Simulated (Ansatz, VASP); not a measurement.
# Si24O47 (V_O): VASP beside Ansatz

Aim: how closely do two programs agree when they are given the same cell, functional and k mesh? Of the first pair: The structure shown is the start of the Ansatz relaxation below; VASP solves that cell, so the two are compared at the walk's first step.

Program: Ansatz 0.2.0. Level of theory: plane waves, with VASP 6.6.1 beside it; single point at r2SCAN. Results are calculated unless marked as measured.

## Step 1: The structure

The cell holds 71 atoms: 24 Si and 47 O. Cell: a = 9.842 Å, b = 9.842 Å, c = 10.833 Å, α = 90.0°, β = 90.0°, γ = 120.0°. It derives from SiO2 (SiO2 (P3_121)). Nearest the centre at fractional (0.293, 0.428, 0.559): Si4 at 1.59 Å, Si12 at 1.60 Å, O45 at 2.58 Å, O33 at 2.59 Å, O32 at 2.65 Å, O46 at 2.66 Å, O30 at 2.66 Å, O25 at 2.68 Å. The cell carries charge +1.

## Step 2: Ansatz: relaxation, r2SCAN

Ansatz runs on its PAW soft_1 files.

The two programs are compared at the cell with which this relaxation starts, whose forces are those of its first step.

File input.yaml:

```yaml
crystal:
  lattice:
    - [9.84220413, 0.0, 0.0]
    - [-4.92110207, 8.52359881, 0.0]
    - [0.0, 0.0, 10.83306953]
  atoms:
    - { symbol: Si, position: [0.26551436, 0.26551436, 0.0] }
    - { symbol: Si, position: [0.0, 0.23448564, 0.33333333] }
    - { symbol: Si, position: [0.23448564, 0.0, 0.16666667] }
    - { symbol: O, position: [0.13451903, 0.2066065, 0.39229212] }
    - { symbol: O, position: [0.2933935, 0.42791253, 0.05895878] }
    - { symbol: O, position: [0.07208747, 0.36548097, 0.22562545] }
    - { symbol: O, position: [0.2066065, 0.13451903, 0.10770788] }
    - { symbol: O, position: [0.36548097, 0.07208747, 0.27437455] }
    - { symbol: O, position: [0.42791253, 0.2933935, 0.44104122] }
    - { symbol: Si, position: [0.26551436, 0.26551436, 0.5] }
    - { symbol: Si, position: [0.0, 0.23448564, 0.83333333] }
    - { symbol: Si, position: [0.23448564, 0.0, 0.66666667] }
    - { symbol: O, position: [0.13451903, 0.2066065, 0.89229212] }
    - { symbol: O, position: [0.07208747, 0.36548097, 0.72562545] }
    - { symbol: O, position: [0.2066065, 0.13451903, 0.60770788] }
    - { symbol: O, position: [0.36548097, 0.07208747, 0.77437455] }
    - { symbol: O, position: [0.42791253, 0.2933935, 0.94104122] }
    - { symbol: Si, position: [0.26551436, 0.76551436, 0.0] }
    - { symbol: Si, position: [0.0, 0.73448564, 0.33333333] }
    - { symbol: Si, position: [0.23448564, 0.5, 0.16666667] }
    - { symbol: O, position: [0.13451903, 0.7066065, 0.39229212] }
    - { symbol: O, position: [0.2933935, 0.92791253, 0.05895878] }
    - { symbol: O, position: [0.07208747, 0.86548097, 0.22562545] }
    - { symbol: O, position: [0.2066065, 0.63451903, 0.10770788] }
    - { symbol: O, position: [0.36548097, 0.57208747, 0.27437455] }
    - { symbol: O, position: [0.42791253, 0.7933935, 0.44104122] }
    - { symbol: Si, position: [0.26551436, 0.76551436, 0.5] }
    - { symbol: Si, position: [0.0, 0.73448564, 0.83333333] }
    - { symbol: Si, position: [0.23448564, 0.5, 0.66666667] }
    - { symbol: O, position: [0.13451903, 0.7066065, 0.89229212] }
    - { symbol: O, position: [0.2933935, 0.92791253, 0.55895878] }
    - { symbol: O, position: [0.07208747, 0.86548097, 0.72562545] }
    - { symbol: O, position: [0.2066065, 0.63451903, 0.60770788] }
    - { symbol: O, position: [0.36548097, 0.57208747, 0.77437455] }
    - { symbol: O, position: [0.42791253, 0.7933935, 0.94104122] }
    - { symbol: Si, position: [0.76551436, 0.26551436, 0.0] }
    - { symbol: Si, position: [0.5, 0.23448564, 0.33333333] }
    - { symbol: Si, position: [0.73448564, 0.0, 0.16666667] }
    - { symbol: O, position: [0.63451903, 0.2066065, 0.39229212] }
    - { symbol: O, position: [0.7933935, 0.42791253, 0.05895878] }
    - { symbol: O, position: [0.57208747, 0.36548097, 0.22562545] }
    - { symbol: O, position: [0.7066065, 0.13451903, 0.10770788] }
    - { symbol: O, position: [0.86548097, 0.07208747, 0.27437455] }
    - { symbol: O, position: [0.92791253, 0.2933935, 0.44104122] }
    - { symbol: Si, position: [0.76551436, 0.26551436, 0.5] }
    - { symbol: Si, position: [0.5, 0.23448564, 0.83333333] }
    - { symbol: Si, position: [0.73448564, 0.0, 0.66666667] }
    - { symbol: O, position: [0.63451903, 0.2066065, 0.89229212] }
    - { symbol: O, position: [0.7933935, 0.42791253, 0.55895878] }
    - { symbol: O, position: [0.57208747, 0.36548097, 0.72562545] }
    - { symbol: O, position: [0.7066065, 0.13451903, 0.60770788] }
    - { symbol: O, position: [0.86548097, 0.07208747, 0.77437455] }
    - { symbol: O, position: [0.92791253, 0.2933935, 0.94104122] }
    - { symbol: Si, position: [0.76551436, 0.76551436, 0.0] }
    - { symbol: Si, position: [0.5, 0.73448564, 0.33333333] }
    - { symbol: Si, position: [0.73448564, 0.5, 0.16666667] }
    - { symbol: O, position: [0.63451903, 0.7066065, 0.39229212] }
    - { symbol: O, position: [0.7933935, 0.92791253, 0.05895878] }
    - { symbol: O, position: [0.57208747, 0.86548097, 0.22562545] }
    - { symbol: O, position: [0.7066065, 0.63451903, 0.10770788] }
    - { symbol: O, position: [0.86548097, 0.57208747, 0.27437455] }
    - { symbol: O, position: [0.92791253, 0.7933935, 0.44104122] }
    - { symbol: Si, position: [0.76551436, 0.76551436, 0.5] }
    - { symbol: Si, position: [0.5, 0.73448564, 0.83333333] }
    - { symbol: Si, position: [0.73448564, 0.5, 0.66666667] }
    - { symbol: O, position: [0.63451903, 0.7066065, 0.89229212] }
    - { symbol: O, position: [0.7933935, 0.92791253, 0.55895878] }
    - { symbol: O, position: [0.57208747, 0.86548097, 0.72562545] }
    - { symbol: O, position: [0.7066065, 0.63451903, 0.60770788] }
    - { symbol: O, position: [0.86548097, 0.57208747, 0.77437455] }
    - { symbol: O, position: [0.92791253, 0.7933935, 0.94104122] }
  host:
    repeats: [2, 2, 2]
    atoms:
      - { symbol: Si, position: [0.53102872, 0.53102872, 0.0] }
      - { symbol: Si, position: [0.0, 0.46897128, 0.66666667] }
      # ... 7 more atoms of the perfect host
total_charge: 1
basis:
  ecutwfc: 500
  xc_grid: 2
hamiltonian:
  xc: r2scan
  pseudopotentials: { kind: paw, azcp: { folder: soft_1 } }
kpoints:
  mp_grid: { grid: [1, 1, 1], shift: [0.25, 0.25, 0.25] }
magnetization:
  spin_polarized: true
  initial_magnetization: 1
  spin_locking: { lock_magnetization: hard }
scf:
  occupations: { method: fixed }
  max_iter: 80
output:
  forces: true
  charged_corrections:
    epsilon: [2.49, 2.49, 2.52]
    static_epsilon: [4.64, 4.64, 4.86]
    defect_position: [0.293394, 0.427913, 0.558959]
relax:
  f_tol: 0.02
  max_steps: 80
  random_displacement: { amplitude: 0.05, seed: 6548 }
checkpoint:
  write: "../qp1_M1.relax.run"
  compress: false
  write_wavefunctions: true
  write_every: 100000
```

Command:

```
> ansatz run input.yaml --threads 8 --pin off --max-ram 22609MiB --backend cpu --events-out ev --progress --plain --runs-dir out
```

Numbers of over 12 decimals in the logs are rounded to 6 here.

The program printed:

```text
Warning: This run holds its total moment fixed (magnetization.spin_locking.lock_magnetization: hard) and mixes its density by anderson or broyden (scf.mixing.algorithm, typed or taken by auto). Slabs with a fixed moment have converged under broyden above another state at the same moment, at the default mixing steps and at smaller ones, and under scf.lower_state_search: standard, light or off a state that such a mixer [...]
Engine: ansatz 0.2.0, aarch64-unknown-linux-gnu
Pseudopotentials: kind: paw
Pseudopotential: Si, paw, valence charge 4, recommended cutoff 500 eV (meta_gga), soft_1/Si.paw.azcp
Pseudopotential: O, paw, valence charge 6, recommended cutoff 500 eV (meta_gga), soft_1/O.paw.azcp
Functional definition: r2SCAN
  parameter k0 = 0.174
  parameter k1 = 0.065
  parameter a1 = 4.9479
  exchange = r2scan_x(k0 = k0, k1 = k1, a1 = a1)
  correlation = r2scan_c
Crystal: 71 atoms, lattice volume = 908.797 Å³
Basis set: ecut = 500 eV, 23025 PW (Γ), exchange–correlation on 144×144×160 points (8 copies of the dense FFT grid, shifted against one another)
Bands: 260, of which v1, the nominal top of the filled ones, is band 189 counted from 1 (188 counted from 0)
Symmetry: 1 space group operations
k-points: 1
Non-local potential: Si, projectors of the file, l = 0: 2, l = 1: 2, l = 2: 1
Non-local potential: O, projectors of the file, l = 0: 2, l = 1: 2, l = 2: 1
PAW form: soft (Blöchl's): semilocal exchange-correlation on the pseudo side does not see the compensation charge
PAW frozen core: Si, regenerated for the run's functional (the file was generated under x = pbe(κ = 0.804, μ = 0.219515), c = pbe(β = 0.066725))
PAW frozen core: O, regenerated for the run's functional (the file was generated under x = pbe(κ = 0.804, μ = 0.219515), c = pbe(β = 0.066725))
PAW one-centre angular grid: Si, 302 points (default); XC on 160 Gauss nodes
PAW one-centre angular grid: O, 302 points (default); XC on 160 Gauss nodes
Initial density: superposition of atomic densities (chi_scale 0.1, normalization cell, long waves kept (reshape's long-wave potential 0.19 eV rms))
Starting moments: Σ|m| = 1 μB on 71 of 71 sites
Initial wavefunctions: pseudopotential atomic-orbital guess
Functional: x = r2scan, c = r2scan; τ floored in thin density (d = 2e-4 eV/Å³)
SCF iter   1: F=—  HF=-42182.953446 eV  |F-HF|=—  |Δ(HF+E_count)|=         —  Δρ=6.80e-2 (↑6.67e-2 ↓6.80e-2)  dr2=1.53e2  dr2_τ=4.17e0  dr2_m=1.32e-1  M=1.000 μB ∫|m|=1.050 μB  β_m=1.20  ethr=3.10e-3  ⟨swp⟩=5.0  Hψ=1714  notcnv=0  defer=138
preconditioner: auto → Resta (q_TF=auto, 2.356 Å⁻¹)  ε∞=2.6  [insulator: Δε(μ)=3.068 eV  Ē_g=19.124 eV  n_scr=212 (ndim 8)  ℏωp=23.9 eV  f_vac=0.004  ε∞_Penn≈2.6]
spin=Collinear: Resta preconditioning applied to the charge; magnetization (m = ρ↑ − ρ↓) channel mixes plain (no charge-response kernel on spin).
SCF iter   2: F=—  HF=-42152.263113 eV  |F-HF|=—  |Δ(HF+E_count)|=    3.07e1  Δρ=3.27e-2 (↑3.27e-2 ↓3.24e-2)  dr2=3.79e1  dr2_τ=4.37e-1  dr2_m=2.14e-3  M=1.000 μB ∫|m|=1.081 μB  β_m=1.20  ethr=3.10e-3  ⟨swp⟩=4.0  Hψ=937  notcnv=0  defer=138  κ⁻¹=1.0e0(r=1)
SCF iter   3: F=—  HF=-42149.242577 eV  |F-HF|=—  |Δ(HF+E_count)|=    3.02e0  Δρ=1.66e-2 (↑1.66e-2 ↓1.65e-2)  dr2=4.73e0  dr2_τ=9.17e-2  dr2_m=4.60e-3  M=1.000 μB ∫|m|=1.184 μB  β_m=1.20  ethr=3.10e-3  ⟨swp⟩=3.5  Hψ=1110  notcnv=0  defer=138  κ⁻¹=4.7e-2(r=2)
SCF iter   4: F=—  HF=-42149.812446 eV  |F-HF|=—  |Δ(HF+E_count)|=   5.70e-1  Δρ=1.04e-2 (↑1.02e-2 ↓1.04e-2)  dr2=1.66e0  dr2_τ=3.93e-2  dr2_m=2.45e-3  M=1.000 μB ∫|m|=1.117 μB  β_m=1.20  ethr=1.25e-3  ⟨swp⟩=2.5  Hψ=467  notcnv=0  defer=139  κ⁻¹=7.0e-3(r=3)
SCF iter   5: F=—  HF=-42150.108949 eV  |F-HF|=—  |Δ(HF+E_count)|=   2.97e-1  Δρ=1.34e-3 (↑1.34e-3 ↓1.33e-3)  dr2=4.82e-2  dr2_τ=9.99e-4  dr2_m=2.11e-3  M=1.000 μB ∫|m|=1.167 μB  β_m=1.20  ethr=4.41e-4  ⟨swp⟩=4.0  Hψ=771  notcnv=0  defer=139  κ⁻¹=4.4e-4(r=4)
SCF iter   6: F=—  HF=-42150.126357 eV  |F-HF|=—  |Δ(HF+E_count)|=   1.74e-2  Δρ=8.96e-4 (↑8.61e-4 ↓8.96e-4)  dr2=1.93e-2  dr2_τ=4.70e-4  dr2_m=6.83e-5  M=1.000 μB ∫|m|=1.094 μB  β_m=1.20  ethr=1.28e-5  ⟨swp⟩=3.5  Hψ=844  notcnv=0  defer=139  κ⁻¹=8.6e-5(r=5)
SCF iter   7: F=—  HF=-42150.137133 eV  |F-HF|=—  |Δ(HF+E_count)|=   1.08e-2  Δρ=3.68e-4 (↑3.61e-4 ↓3.68e-4)  dr2=2.73e-3  dr2_τ=8.24e-5  dr2_m=1.20e-4  M=1.000 μB ∫|m|=1.093 μB  β_m=1.20  ethr=5.12e-6  ⟨swp⟩=3.0  Hψ=723  notcnv=0  defer=139  κ⁻¹=1.8e-5(r=6)
[...]
k-point 0 ↓: bands = [... 185 lower, 1.9135, 1.9293, 1.9472, 4.7910, 8.8886, 9.5103, 9.9744, 10.0850, ... 67 higher]
--- Relaxed structure (8 steps of the walk, 7 accepted, 0 SCFs on fresh bases) ---
  F+E_penalty+E_count = -42153.87376560 eV   max|allowed force component| = 8.296e-3 eV/Å
  atoms:
    - { symbol: Si, position: [0.264002, 0.263614, 0.00185799] }
    - { symbol: Si, position: [-0.0060751, 0.241259, 0.334068] }
    - { symbol: Si, position: [0.231270, -0.00201471, 0.167199] }
    - { symbol: O, position: [0.129406, 0.222277, 0.405428] }
    - { symbol: O, position: [0.291794, 0.426770, 0.059015] }
    - { symbol: O, position: [0.073257, 0.369274, 0.226325] }
    - { symbol: O, position: [0.202540, 0.132108, 0.108795] }
    - { symbol: O, position: [0.355733, 0.074633, 0.280162] }
    - { symbol: O, position: [0.426397, 0.306566, 0.440531] }
    - { symbol: Si, position: [0.261896, 0.256950, 0.503371] }
    - { symbol: Si, position: [-0.00318365, 0.226854, 0.834710] }
    - { symbol: Si, position: [0.234766, -0.00847364, 0.672663] }
    - { symbol: O, position: [0.133739, 0.203644, 0.892812] }
    - { symbol: O, position: [0.073213, 0.351474, 0.718732] }
    - { symbol: O, position: [0.210165, 0.128528, 0.608847] }
    - { symbol: O, position: [0.367085, 0.070239, 0.777498] }
    - { symbol: O, position: [0.426508, 0.291172, 0.943851] }
    - { symbol: Si, position: [0.266248, 0.766032, -0.000240487] }
    - { symbol: Si, position: [-0.00194151, 0.732477, 0.333204] }
    - { symbol: Si, position: [0.236274, 0.501910, 0.166702] }
    - { symbol: O, position: [0.135284, 0.706467, 0.389696] }
    - { symbol: O, position: [0.296084, 0.928671, 0.060996] }
    - { symbol: O, position: [0.068536, 0.861833, 0.224326] }
    - { symbol: O, position: [0.208860, 0.636376, 0.107922] }
    - { symbol: O, position: [0.367468, 0.573755, 0.274804] }
    - { symbol: O, position: [0.435018, 0.803672, 0.433398] }
    - { symbol: Si, position: [0.269511, 0.761620, 0.492943] }
    - { symbol: Si, position: [-0.00263033, 0.732274, 0.836974] }
    - { symbol: Si, position: [0.235093, 0.490781, 0.669966] }
    - { symbol: O, position: [0.134951, 0.705741, 0.891592] }
    - { symbol: O, position: [0.289101, 0.910328, 0.569514] }
    - { symbol: O, position: [0.068913, 0.864780, 0.729923] }
    - { symbol: O, position: [0.216387, 0.610237, 0.584501] }
    - { symbol: O, position: [0.371639, 0.564939, 0.769763] }
    - { symbol: O, position: [0.424568, 0.787790, 0.936206] }
    - { symbol: Si, position: [0.769258, 0.270842, -0.00145348] }
    - { symbol: Si, position: [0.495587, 0.237769, 0.333466] }
    - { symbol: Si, position: [0.740252, 0.00423346, 0.164443] }
    - { symbol: O, position: [0.621834, 0.204275, 0.399285] }
[...]
- { symbol: Si, position: [0.757724, 0.265929, 0.502961] }
    - { symbol: Si, position: [0.499857, 0.235093, 0.835482] }
    - { symbol: Si, position: [0.733106, -0.00171408, 0.665651] }
[...]
- { symbol: Si, position: [0.767047, 0.766785, 0.00229791] }
    - { symbol: Si, position: [0.505517, 0.738445, 0.328622] }
    - { symbol: Si, position: [0.733625, 0.501019, 0.166857] }
[...]
- { symbol: O, position: [0.861839, 0.569494, 0.276733] }
    - { symbol: O, position: [0.929539, 0.792668, 0.443018] }
    - { symbol: Si, position: [0.767070, 0.767214, 0.500270] }
    - { symbol: Si, position: [0.503374, 0.733076, 0.831766] }
    - { symbol: Si, position: [0.729989, 0.501571, 0.669617] }
    - { symbol: O, position: [0.637496, 0.707412, 0.892626] }
    - { symbol: O, position: [0.796745, 0.931298, 0.557622] }
    - { symbol: O, position: [0.569841, 0.859414, 0.721087] }
    - { symbol: O, position: [0.703721, 0.636808, 0.609310] }
    - { symbol: O, position: [0.861680, 0.571407, 0.777003] }
    - { symbol: O, position: [0.929424, 0.791639, 0.946397] }
```

In the SCF lines HF is the Harris–Foulkes energy and dr2 the Hartree energy of the density residual, in eV; the loop may stop once dr2 is under the threshold and the program's other checks hold. Hψ counts applications of the Hamiltonian.

(Continued in part 2 of 3.)

[Lines on the potential files, build, host, timing and source positions are cut from VASP's logs without a mark.]

[Logs are printed without paths, hosts, clocks, repeated set-up lines and the standing remarks that a program may print on its own settings, such as how far it seeks lower states.]

[Hosts, paths, dates, database ids (printed as entryN), source tags and the programs' standing remarks are cut or masked in the printed files.]
